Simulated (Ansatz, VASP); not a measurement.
## Cross-check of Si26O17 (amorphous SiO2 against Si(100), +7 O) between VASP and Ansatz

Aim: how closely do two programs agree when they are given the same cell, functional and k mesh? Of the first pair: The structure shown is the start of the Ansatz relaxation below; VASP solves that cell, so the two are compared at the walk's first step.

Program: Ansatz 0.2.0. Level of theory: plane waves, with VASP 6.6.1 beside it; single point at PBE. Results are calculated unless marked as measured.

### 1. The starting structure

The cell holds 129 atoms: 78 Si and 51 O. Its edges and angles: a = 10.900 Å, b = 10.900 Å, c = 18.665 Å, α = 90.0°, β = 90.0°, γ = 90.0°. It derives from Si (7 planes of diamond Si(100)). A slab of 7 planes of diamond Si(100) (starting lattice constant a = 5.45 A), 10.90 x 10.90 A in plane. 73 atoms (22 Si, 51 O) packed at random between the slab and its periodic image at 2.2 g/cm^3 (a layer of 9.1 A) and pushed apart as soft spheres. Langevin MD at fixed cell with the MACE-MP-0b2 small potential (Batatia et al., arXiv:2401.00096), steps of 1.5 fs: 0.63 ps at 3200 K with the crystal held, 3200 to 800 K in 1.8 ps with the crystal held, 800 to 300 K in 0.9 ps with its inner planes held; soft walls kept the melt out of the crystal while it was held. Then all atoms and the cell's height relaxed. The structure's axis is c.

### 2. Ansatz: relaxation, PBE

Ansatz runs on its default PAW (the set named soft_2) files.

The two programs are compared at the cell with which this relaxation starts, whose forces are those of its first step.

Input file input.yaml:

```yaml
crystal:
  lattice:
    - [10.9, 0.0, 0.0]
    - [0.0, 10.9, 0.0]
    - [0.0, 0.0, 18.66469]
  atoms:
    - { symbol: Si, position: [0.00491, 0.99649, 0.26161] }
    - { symbol: Si, position: [0.16698, 0.17469, 0.05057] }
    - { symbol: Si, position: [0.002, 0.24858, 0.11772] }
    - { symbol: Si, position: [0.11846, 0.36981, 0.19947] }
    - { symbol: Si, position: [0.2562, 0.00622, 0.1133] }
    - { symbol: Si, position: [0.37549, 0.12312, 0.1924] }
    - { symbol: Si, position: [0.24994, 0.24562, 0.26772] }
    - { symbol: Si, position: [0.34367, 0.3446, 0.05859] }
    - { symbol: Si, position: [0.12402, 0.12128, 0.34024] }
    - { symbol: Si, position: [0.99306, 0.24106, 0.42103] }
    - { symbol: Si, position: [0.13105, 0.35708, 0.49968] }
    - { symbol: Si, position: [0.25824, 0.99276, 0.40583] }
    - { symbol: Si, position: [0.43277, 0.07695, 0.47458] }
    - { symbol: Si, position: [0.37952, 0.36987, 0.33843] }
    - { symbol: Si, position: [0.99374, 0.49863, 0.2662] }
    - { symbol: Si, position: [0.11301, 0.58548, 0.05318] }
    - { symbol: Si, position: [0.99462, 0.74722, 0.10783] }
    - { symbol: Si, position: [0.1251, 0.87499, 0.18299] }
    - { symbol: Si, position: [0.24755, 0.48928, 0.1314] }
    - { symbol: Si, position: [0.37799, 0.62656, 0.18919] }
    - { symbol: Si, position: [0.24556, 0.74772, 0.25899] }
    - { symbol: Si, position: [0.39271, 0.91415, 0.01671] }
    - { symbol: Si, position: [0.12351, 0.61913, 0.33704] }
    - { symbol: Si, position: [0.99668, 0.75144, 0.40965] }
    - { symbol: Si, position: [0.15176, 0.85259, 0.47457] }
    - { symbol: Si, position: [0.25376, 0.48573, 0.41634] }
    - { symbol: Si, position: [0.35949, 0.64264, 0.47808] }
    - { symbol: Si, position: [0.37497, 0.87154, 0.32773] }
    - { symbol: Si, position: [0.50236, 0.99678, 0.25869] }
    - { symbol: Si, position: [0.67951, 0.16839, 0.02995] }
[... 93 atom lines left out ...]
    - { symbol: O, position: [0.03727, 0.46149, 0.01431] }
    - { symbol: O, position: [0.09459, 0.46002, 0.56206] }
    - { symbol: O, position: [0.88899, 0.14049, 0.87097] }
    - { symbol: O, position: [0.86691, 0.34697, 0.94507] }
    - { symbol: O, position: [0.40128, 0.45101, 0.0034] }
    - { symbol: O, position: [0.06299, 0.65826, 0.75668] }
kpoints:
  mp_grid: { grid: [1, 1, 1] }
hamiltonian:
  xc: pbe
scf:
  occupations: { method: fermi_dirac, width: 0.025 }
output:
  forces: true
relax:
  f_tol: 0.08
  max_steps: 90
  cell: { fix: [a, b, alpha, beta, gamma] }
```

Launch:

```
$ ansatz run input.yaml --threads 4 --pin off --max-ram 8192MiB --backend cpu --events-out ev --progress --plain --runs-dir out
```

Numbers of over 12 decimals in the logs are rounded to 6 here.

What it wrote:

```text
Engine: ansatz 0.2.0, x86_64-unknown-linux-gnu
Pseudopotentials: kind: paw
Pseudopotential: Si, paw, valence charge 4, recommended cutoff 420 eV (normal), Si.paw.azcp
Pseudopotential: O, paw, valence charge 6, recommended cutoff 420 eV (normal), O.paw.azcp
Functional definition: PBE
  parameter kappa = 0.804
  parameter beta = 0.066725
  exchange = pbe_x(kappa = kappa, mu = beta*pi^2/3)
  correlation = pbe_c(beta = beta)
Crystal: 129 atoms, lattice volume = 2217.552 Å³
Basis set: ecut = 420 eV, 43351 PW (Γ), exchange–correlation on 150×150×250 points (8 copies of the dense FFT grid, shifted against one another)
Bands: 438, of which v1, the nominal top of the filled ones, is band 309 counted from 1 (308 counted from 0)
Symmetry: 1 space group operations
Space group: P1 (ITA 1), of the structure as read, at distance tolerance 1.3e-4 Å
k-points: 1
Non-local potential: Si, projectors of the file, l = 0: 2, l = 1: 2, l = 2: 2
Non-local potential: O, projectors of the file, l = 0: 2, l = 1: 2, l = 2: 1
PAW form: soft (Blöchl's): semilocal exchange-correlation on the pseudo side does not see the compensation charge
PAW one-centre angular grid: Si, 110 points (default); XC on 64 Gauss nodes
PAW one-centre angular grid: O, 110 points (default); XC on 64 Gauss nodes
Initial density: superposition of atomic densities (neutral atoms: chi_scale 0, normalization atom), corrected by the library's trained network
Initial wavefunctions: pseudopotential atomic-orbital guess
Functional: x = pbe(κ = 0.804, μ = 0.219515), c = pbe(β = 0.066725)
SCF iter   1: F=—  HF=-78587.462546 eV  |F-HF|=—  |Δ(HF+E_count)|=         —  Δρ=5.58e-3  dr2=2.48e0  ethr=1.77e-3  ⟨swp⟩=6.0  Hψ=2090  notcnv=0  defer=82
preconditioner: auto → LDOS  [insulator: Δε(μ)=0.176 eV  Ē_g=9.577 eV  σ=0.025 eV  W_gap=0.94  n_scr=416 (ndim 8)  ℏωp=17.9 eV  f_vac=0.085  D(μ)=4.62/eV (n_scr^D=6)  ε∞_Penn≈4.5  β→1.0]
SCF iter   2: F=—  HF=-78590.243307 eV  |F-HF|=—  |Δ(HF+E_count)|=    2.78e0  Δρ=1.32e-2  dr2=1.91e1  ethr=4.01e-4  ⟨swp⟩=3.0  Hψ=845  notcnv=0  defer=122  recentre
SCF iter   3: F=—  HF=-78587.229617 eV  |F-HF|=—  |Δ(HF+E_count)|=    3.01e0  Δρ=3.29e-3  dr2=9.60e-1  ethr=4.01e-4  ⟨swp⟩=4.0  Hψ=587  notcnv=0  defer=122
SCF iter   4: F=—  HF=-78587.176903 eV  |F-HF|=—  |Δ(HF+E_count)|=   5.27e-2  Δρ=1.33e-3  dr2=1.37e-1  ethr=1.55e-4  ⟨swp⟩=2.0  Hψ=505  notcnv=0  defer=122
SCF iter   5: F=—  HF=-78587.168691 eV  |F-HF|=—  |Δ(HF+E_count)|=   8.21e-3  Δρ=7.20e-4  dr2=4.34e-2  ethr=2.22e-5  ⟨swp⟩=2.0  Hψ=395  notcnv=0  defer=122
SCF iter   6: F=—  HF=-78587.166691 eV  |F-HF|=—  |Δ(HF+E_count)|=   2.00e-3  Δρ=5.50e-4  dr2=2.51e-2  ethr=7.02e-6  ⟨swp⟩=1.0  Hψ=316  notcnv=0  defer=122
SCF iter   7: F=—  HF=-78587.165844 eV  |F-HF|=—  |Δ(HF+E_count)|=   8.47e-4  Δρ=4.54e-4  dr2=1.58e-2  ethr=4.06e-6  ⟨swp⟩=1.0  Hψ=316  notcnv=0  defer=122
SCF iter   8: F=—  HF=-78587.164830 eV  |F-HF|=—  |Δ(HF+E_count)|=   1.01e-3  Δρ=3.09e-4  dr2=7.53e-3  ethr=2.55e-6  ⟨swp⟩=2.0  Hψ=526  notcnv=0  defer=122
SCF iter   9: F=—  HF=-78587.164198 eV  |F-HF|=—  |Δ(HF+E_count)|=   6.32e-4  Δρ=1.70e-4  dr2=1.97e-3  ethr=1.22e-6  ⟨swp⟩=2.0  Hψ=368  notcnv=0  defer=122
SCF iter  10: F=—  HF=-78587.164054 eV  |F-HF|=—  |Δ(HF+E_count)|=   1.44e-4  Δρ=9.88e-5  dr2=6.48e-4  ethr=3.19e-7  ⟨swp⟩=2.0  Hψ=526  notcnv=0  defer=122
SCF iter  11: F=—  HF=-78587.164036 eV  |F-HF|=—  |Δ(HF+E_count)|=   1.73e-5  Δρ=6.67e-5  dr2=3.05e-4  ethr=1.05e-7  ⟨swp⟩=2.0  Hψ=566  notcnv=0  defer=122
SCF iter  12: F=—  HF=-78587.163997 eV  |F-HF|=—  |Δ(HF+E_count)|=   3.89e-5  Δρ=4.88e-5  dr2=1.44e-4  ethr=4.94e-8  ⟨swp⟩=2.0  Hψ=528  notcnv=0  defer=122
SCF iter  13: F=—  HF=-78587.163984 eV  |F-HF|=—  |Δ(HF+E_count)|=   1.39e-5  Δρ=2.98e-5  dr2=5.60e-5  ethr=2.33e-8  ⟨swp⟩=2.0  Hψ=557  notcnv=0  defer=122
SCF iter  14: F=—  HF=-78587.161513 eV  |F-HF|=—  |Δ(HF+E_count)|=   2.47e-3  Δρ=1.95e-5  dr2=2.19e-5  ethr=9.07e-9  ⟨swp⟩=2.0  Hψ=696  notcnv=0  defer=122
SCF iter  15: F=—  HF=-78587.161512 eV  |F-HF|=—  |Δ(HF+E_count)|=   1.23e-6  Δρ=1.39e-5  dr2=1.01e-5  ethr=3.54e-9  ⟨swp⟩=2.0  Hψ=526  notcnv=0  defer=122
SCF iter  16: F=—  HF=-78587.161511 eV  |F-HF|=—  |Δ(HF+E_count)|=   1.19e-6  Δρ=8.98e-6  dr2=4.11e-6  ethr=1.64e-9  ⟨swp⟩=2.0  Hψ=569  notcnv=0  defer=122
SCF iter  17: F=—  HF=-78587.161510 eV  |F-HF|=—  |Δ(HF+E_count)|=   3.42e-7  Δρ=6.59e-6  dr2=2.19e-6  ethr=6.66e-10  ⟨swp⟩=2.0  Hψ=526  notcnv=0  defer=122
SCF iter  18: F=—  HF=-78587.161510 eV  |F-HF|=—  |Δ(HF+E_count)|=   1.24e-7  Δρ=4.89e-6  dr2=1.28e-6  ethr=3.54e-10  ⟨swp⟩=2.0  Hψ=526  notcnv=0  defer=122
SCF iter  19: F=—  HF=-78587.161510 eV  |F-HF|=—  |Δ(HF+E_count)|=   8.45e-8  Δρ=3.24e-6  dr2=6.39e-7  ethr=2.08e-10  ⟨swp⟩=2.0  Hψ=577  notcnv=0  defer=122
SCF iter  20: F=—  HF=-78587.161510 eV  |F-HF|=—  |Δ(HF+E_count)|=   5.33e-8  Δρ=2.24e-6  dr2=2.92e-7  ethr=1.03e-10  ⟨swp⟩=2.0  Hψ=499  notcnv=0  defer=122
[...]
- { symbol: Si, position: [0.126350, 0.612931, 0.338960] }
    - { symbol: Si, position: [1.000558, 0.746181, 0.410874] }
    - { symbol: Si, position: [0.157036, 0.852884, 0.471259] }
    - { symbol: Si, position: [0.252888, 0.482763, 0.415841] }
    - { symbol: Si, position: [0.363221, 0.644478, 0.471295] }
    - { symbol: Si, position: [0.376432, 0.871957, 0.328046] }
    - { symbol: Si, position: [0.507002, 0.993296, 0.259711] }
    - { symbol: Si, position: [0.677951, 0.156278, 0.035180] }
    - { symbol: Si, position: [0.518746, 0.229979, 0.120752] }
    - { symbol: Si, position: [0.631756, 0.372559, 0.187162] }
    - { symbol: Si, position: [0.755685, 0.991747, 0.113363] }
    - { symbol: Si, position: [0.895197, 0.113068, 0.181467] }
    - { symbol: Si, position: [0.770209, 0.252059, 0.253560] }
    - { symbol: Si, position: [0.841548, 0.309544, 0.037269] }
    - { symbol: Si, position: [0.635298, 0.130237, 0.319678] }
    - { symbol: Si, position: [0.521112, 0.242252, 0.405132] }
    - { symbol: Si, position: [0.660318, 0.340525, 0.487462] }
    - { symbol: Si, position: [0.738702, 0.992348, 0.389486] }
    - { symbol: Si, position: [0.833755, 0.102585, 0.479891] }
    - { symbol: Si, position: [0.877877, 0.367357, 0.343825] }
    - { symbol: Si, position: [0.505072, 0.487076, 0.267041] }
    - { symbol: Si, position: [0.638432, 0.633311, 0.038540] }
    - { symbol: Si, position: [0.511586, 0.732992, 0.124116] }
    - { symbol: Si, position: [0.634540, 0.869085, 0.189369] }
[...]
- { symbol: Si, position: [0.815461, 0.811351, 0.795011] }
    - { symbol: Si, position: [0.804887, 0.011863, 0.910833] }
    - { symbol: Si, position: [0.486832, 0.546663, 0.955496] }
    - { symbol: Si, position: [0.748423, 0.855536, 0.539834] }
    - { symbol: Si, position: [0.564916, 0.309326, 0.907049] }
    - { symbol: Si, position: [0.356100, 0.434522, 0.689784] }
    - { symbol: Si, position: [0.209190, 0.922129, 0.622633] }
    - { symbol: Si, position: [0.632701, 0.436312, 0.647415] }
    - { symbol: O, position: [0.203190, 0.240122, 0.532316] }
    - { symbol: O, position: [0.200740, 0.587412, 0.971875] }
    - { symbol: O, position: [0.435272, 0.637396, 0.549668] }
    - { symbol: O, position: [0.878124, 0.562887, 0.551575] }
    - { symbol: O, position: [0.244137, 0.732821, 0.488059] }
    - { symbol: O, position: [0.139347, 0.753200, 0.892842] }
    - { symbol: O, position: [0.504080, 0.721482, 0.678962] }
    - { symbol: O, position: [0.317291, 0.308146, 0.646928] }
    - { symbol: O, position: [0.751517, 0.222553, 0.509269] }
    - { symbol: O, position: [0.737070, 0.741681, 0.00912824] }
    - { symbol: O, position: [0.103410, 0.268989, 0.769515] }
    - { symbol: O, position: [0.330341, 0.868335, 0.892770] }
    - { symbol: O, position: [0.024211, 0.537519, 0.877070] }
    - { symbol: O, position: [0.504831, 0.432339, 0.692587] }
    - { symbol: O, position: [0.312241, 0.200734, 0.822008] }
    - { symbol: O, position: [0.274694, 0.783408, 1.017801] }
    - { symbol: O, position: [0.874015, 0.350243, 0.802692] }
    - { symbol: O, position: [0.321701, 0.822810, 0.619304] }
    - { symbol: O, position: [0.397749, 0.648622, 0.916000] }
    - { symbol: O, position: [0.907819, 0.830435, 0.726260] }
    - { symbol: O, position: [0.547141, 0.457406, 0.892877] }
    - { symbol: O, position: [0.311723, 0.570400, 0.660270] }
    - { symbol: O, position: [0.835370, 0.986243, 0.541238] }
    - { symbol: O, position: [0.463213, 0.942127, 1.004198] }
[...]
- { symbol: O, position: [0.033709, 0.670047, 0.632795] }
    - { symbol: O, position: [0.294368, 0.119356, 0.960094] }
    - { symbol: O, position: [0.051090, 0.455440, 0.015012] }
    - { symbol: O, position: [0.087558, 0.450824, 0.561564] }
    - { symbol: O, position: [0.879130, 0.132166, 0.877043] }
    - { symbol: O, position: [0.855697, 0.340125, 0.947493] }
    - { symbol: O, position: [0.406061, 0.444235, 0.00120894] }
    - { symbol: O, position: [0.082021, 0.674881, 0.766551] }
```

The column dr2 measures how far the density is from self-consistency, as an energy; F and HF (Harris–Foulkes) agree once it is small.

### 3. VASP: single point, PBE, start cell, pair 1

The same cell, functional, mesh and smearing now go to VASP, with its own data sets.

Lines of VASP's logs that name or quote its potential files are left out, and so is its time.

Input file INCAR:

```
SYSTEM = Si26O17
PREC = Accurate
ENCUT = 520
EDIFF = 1E-06
NELM = 120
ISMEAR = -1
SIGMA = 0.025
LREAL = Auto
ALGO = Normal
GGA = PE
NBANDS = 400
LORBIT = 11
LWAVE = .FALSE.
LCHARG = .FALSE.
ISIF = 2
LASPH = .TRUE.
GGA_COMPAT = .FALSE.
EFERMI = MIDGAP
NCORE = 4
```

Input file POSCAR:

```
Si26O17
1.0
   10.9000000000      0.0000000000      0.0000000000
    0.0000000000     10.9000000000      0.0000000000
    0.0000000000      0.0000000000     18.6646900000
Si O
78 51
Direct
    0.0049082569      0.9964862385      0.2616116314
    0.1669816514      0.1746880734      0.0505714266
    0.0020000000      0.2485779817      0.1177196085
    0.1184587156      0.3698073394      0.1994675508
    0.2562018349      0.0062201835      0.1132994976
    0.3754862385      0.1231192661      0.1924007310
    0.2499357798      0.2456238532      0.2677194210
    0.3436697248      0.3445963303      0.0585919188
    0.1240183486      0.1212844037      0.3402413863
    0.9930642202      0.2410642202      0.4210302984
    0.1310458716      0.3570825688      0.4996814841
    0.2582385321      0.9927614679      0.4058304745
    0.4327706422      0.0769541284      0.4745806118
    0.3795229358      0.3698715596      0.3384304802
    0.9937431193      0.4986330275      0.2661978313
    0.1130091743      0.5854770642      0.0531806314
    0.9946238532      0.7472201835      0.1078292755
    0.1251009174      0.8749908257      0.1829925919
    0.2475504587      0.4892844037      0.1313978427
    0.3779908257      0.6265596330      0.1891914626
    0.2455596330      0.7477155963      0.2589917111
    0.3927064220      0.9141467890      0.0167106981
    0.1235137615      0.6191284404      0.3370374756
    0.9966788991      0.7514403670      0.4096505219
    0.1517614679      0.8525871560      0.4745698964
    0.2537614679      0.4857339450      0.4163423020
    0.3594862385      0.6426422018      0.4780791966
    0.3749724771      0.8715412844      0.3277311330
    0.5023577982      0.9967798165      0.2586916793
    0.6795137615      0.1683944954      0.0299496000
[... 93 atom lines left out ...]
    0.0372660550      0.4614862385      0.0143104439
    0.0945871560      0.4600183486      0.5620613040
    0.8889908257      0.1404862385      0.8709708010
    0.8669082569      0.3469724771      0.9450679331
    0.4012844037      0.4510091743      0.0034021460
    0.0629908257      0.6582568807      0.7566801270
```

Input file KPOINTS:

```
Automatic mesh
0
Gamma
1 1 1
0 0 0
```

Potentials, in the order of the species: Si and O (PBE family, release 64).

Launch:

```
$ mpirun -np 16 vasp_gam
```

What it wrote:

```text
[banner, memory and clock lines left out]
running   16 mpi-ranks, on    1 nodes
[...]
LDA part: xc-table for (Slater+PW92), standard interpolation
 POSCAR, INCAR and KPOINTS ok, starting setup
[...]
entering main loop
       N       E                     dE             d eps       ncg     rms          rms(c)
DAV:   1     0.478813362798E+04    0.47881E+04   -0.32082E+05   808   0.144E+03
DAV:   2    -0.379189565008E+03   -0.51673E+04   -0.49202E+04   968   0.310E+02
DAV:   3    -0.928279486655E+03   -0.54909E+03   -0.54248E+03   952   0.104E+02
DAV:   4    -0.943502746006E+03   -0.15223E+02   -0.15143E+02   936   0.189E+01
[...]
DAV:  22    -0.857757127995E+03    0.16558E-04   -0.61277E-05   976   0.119E-02    0.963E-03
DAV:  23    -0.857757125335E+03    0.26597E-05   -0.10047E-05   904   0.620E-03    0.663E-03
DAV:  24    -0.857757124593E+03    0.74207E-06   -0.42260E-06   776   0.334E-03
   1 F= -.85775712E+03 E0= -.85772764E+03  d E =-.589782E-01
```

OUTCAR, selected parts (step 3):

```text
  FREE ENERGIE OF THE ION-ELECTRON SYSTEM (eV)
  ---------------------------------------------------
  free  energy   TOTEN  =      -857.7571245930 eV

  energy  without entropy=     -857.6981464276  energy(sigma->0) =     -857.72763551

[... 1 further part left out ...]
```

The run ends at a pressure of -0.43 GPa, with forces up to 1.5 eV/Å.

### 4. Differences

Known differences besides the potentials themselves: the cutoff is 420 eV in Ansatz and 520 eV in VASP (PREC = Accurate, projectors in real space). Total energies have different zeros and are not compared.

Forces on 8 of the 129 atoms, those with the largest forces and the largest differences (eV/Å; atoms numbered as in POSCAR):

```
atom          Ansatz x, y, z            VASP x, y, z
 Si2     0.872, 0.267, 0.604     0.873, 0.266, 0.604
Si16    0.252, -0.079, 0.983    0.247, -0.032, 1.092
Si62   -0.402, -1.320, 0.278   -0.352, -1.253, 0.211
Si63  -0.387, -0.618, -1.071  -0.383, -0.692, -1.117
Si68   -0.789, -0.736, 0.323   -0.829, -0.785, 0.296
Si70    -0.593, 1.403, 0.010   -0.551, 1.400, -0.019
O101    0.750, 0.779, -0.701    0.767, 0.801, -0.710
O124    -0.095, 0.550, 0.539    -0.159, 0.496, 0.581
```

The forces differ by 19 meV/Å r.m.s., which is 6.0 % of the r.m.s. force of 0.319 eV/Å (both taken over all components).

(Part 1 of 2 ends here.)

[Lines on the potential files, build, host, timing and source positions are cut from VASP's logs without a mark.]

[Logs are printed without paths, hosts, clocks, repeated set-up lines and the standing remarks that a program may print on its own settings, such as how far it seeks lower states.]

[Hosts, paths, dates, database ids (printed as entryN), source tags and the programs' standing remarks are cut or masked in the printed files.]
